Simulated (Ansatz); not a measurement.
The system is In.

```
CELL_PARAMETERS angstrom
-1.62547 1.62547 2.47370
1.62547 -1.62547 2.47370
1.62547 1.62547 -2.47370
ATOMIC_POSITIONS crystal
In 0.00000 0.00000 0.00000
```

| Item | Value |
| --- | --- |
| Program | Ansatz 0.2.0 |
| Task | relaxation of cell and atoms |
| Functional | RPBE |
| Dispersion | D3(BJ) |
| Potentials or basis | Ansatz PAW |
| Cutoff | 420 eV (not typed: the program's choice for these potentials) |
| k mesh | 11 × 11 × 11 |
| Occupations | fermi-dirac, width 0.05 eV |
| Spin | no spin polarisation |

At the start: volume 26.14 Å³/atom.

How do energy, volume and symmetry change on relaxing?

It ends after 12 steps and the volume is 20.10 Å³/atom (-23.1 %); space group I4/mmm (No. 139, to 0.05 Å).

Step by step:
| step | energy change (eV) | largest force (eV/Å) | volume (Å³) |
| --- | --- | --- | --- |
| 1 | 0.0000 | 0.0000 | 26.14 |
| 2 | -0.2746 | 0.0000 | 22.70 |
| 3 | -0.3649 | 0.0000 | 20.10 |
| 4 | -0.3655 | 0.0000 | 20.14 |
| 5 | -0.3656 | 0.0000 | 20.16 |
| 6 | -0.3658 | 0.0000 | 20.15 |
| 7 | -0.3664 | 0.0000 | 20.14 |
| 8 | -0.3708 | 0.0000 | 20.07 |
| 9 | -0.3725 | 0.0000 | 20.17 |
| 10 | -0.3737 | 0.0000 | 20.11 |
| 11 | -0.3737 | 0.0000 | 20.10 |
| 12 | -0.3723 | 0.0000 | 20.10 |

Final structure:
```
In
1.0
    -1.55918    1.55918    2.06753
     1.55918   -1.55918    2.06753
     1.55918    1.55918   -2.06753
In
1
Direct
  0.00000 0.00000 0.00000
```

Caveat: the volume moved by over 15 % at a fixed basis, so the end points are rough; the plane-wave basis is chosen anew once the cell has moved, so the energies of steps on either side of that aren't comparable; the volume moved by -23 % from the deposited cell, more than functionals usually miss; pairwise dispersion overbinds metals, which lowers pressure and volume; the PAW data sets come from PBE, with cores solved anew for the run's functional, which leaves a small shift of forces and pressure.
